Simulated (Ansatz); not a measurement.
Relaxed bulk GaP:

```xyz
2
Lattice="0.0000 2.7192 2.7192 2.7192 0.0000 2.7192 2.7192 2.7192 0.0000" Properties=species:S:1:pos:R:3 pbc="T T T"
Ga    0.0000    0.0000    0.0000
P     4.0788    4.0788    4.0788
```

Miller indices refer to the conventional cell of F-43m (No. 216), a = 5.438 Å, b = 5.438 Å, c = 5.438 Å, α = 90.00°, β = 90.00°, γ = 90.00°. The bulk's gap is 1.45 eV.

The calculation used Ansatz 0.2.0, DFT PBEsol, scalar-relativistic, plane waves, PAW. Cutoff 420 eV, Gaussian smearing of 0.05 eV, no spin polarisation. A dipole correction acts along the normal.

The slab isn't stoichiometric, so its surface energy depends on the chemical potentials; it is given with the excess atoms taken from the element's standard state, a limit at which the compound may itself be unstable, so the figure can be too low. This cut of an insulator is polar or leaves open shells, so the slab is metallic here; real surfaces compensate by reconstruction or adsorbates.

A relaxed slab with low-index faces, about a nanometre thick, has these properties:

```yaml
Surface_energy_with_the_excess_atoms_taken_from_the_elements: 1.80 J/m²
Gap_of_the_slab_on_the_mesh: none (metal or semimetal)
Work_function: 4.95 eV
```

(1) Which low-index plane was cut, and which atoms end it?

Answers

(1) The (100) plane, with Ga in the top plane and Ga in the bottom one as cut, before relaxation. The planes from bottom to top: Ga, P, Ga, P, Ga, P, Ga, P, Ga.